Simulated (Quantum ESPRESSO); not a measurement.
## NaI under changes of volume

One of the cells (33.899 Å³/atom); the others are scaled copies at fixed shape and fractional positions:

```xyz
2
Lattice="0.0000 3.2364 3.2364 3.2364 0.0000 3.2364 3.2364 3.2364 0.0000" Properties=species:S:1:pos:R:3 pbc="T T T"
I     3.2364    3.2364    3.2364
Na    0.0000    0.0000    0.0000
```

| Item | Value |
| --- | --- |
| Program | Quantum ESPRESSO 7.5 |
| Functional | r2SCAN |
| Potentials or basis | SG15 PBE 1.2 |
| Cutoff | 1020 eV |
| Density cutoff | 4082 eV |
| k mesh | 5 × 5 × 5 |
| Occupations | fermi-dirac, width 0.05 eV |
| Spin | no spin polarisation |

```tsv
volume (Å³/atom)	energy over the lowest point (meV/atom)	pressure (GPa)	gap on the mesh (eV)
31.865	4.22	0.8	4.61
32.543	1.22	0.4	4.54
33.221	0.00	0.0	4.47
33.899	?	?	?
34.577	1.99	-0.6	4.36
35.255	4.86	-0.9	4.30
35.933	8.79	-1.1	4.25
```

**Question.** What does the run at 33.899 Å³/atom give?

**Answer.** Energy over the lowest point 0.30 meV/atom; pressure -0.3 GPa; gap on the mesh 4.41 eV.

Worked out: A Birch-Murnaghan fit of order 3 (a polynomial in V^(-2/3)) to the other rows has its minimum at 33.41 Å³/atom with B0 = V·E''(V) = 17.4 GPa and B' = 5.3. It gives 0.31 meV/atom at 33.899 Å³/atom, against the run's 0.30, and -dE/dV = -0.2 GPa, against -0.3. A straight line through the other rows of the gap, of slope -2.98 eV per unit of ln V (its deformation potential), gives 4.42 eV, against the run's 4.41.

Energies are extrapolated to zero smearing.

Caveats: the potentials were made for another functional, which shifts forces and pressure; spin-orbit coupling is left out, which moves the levels of the heavy elements.
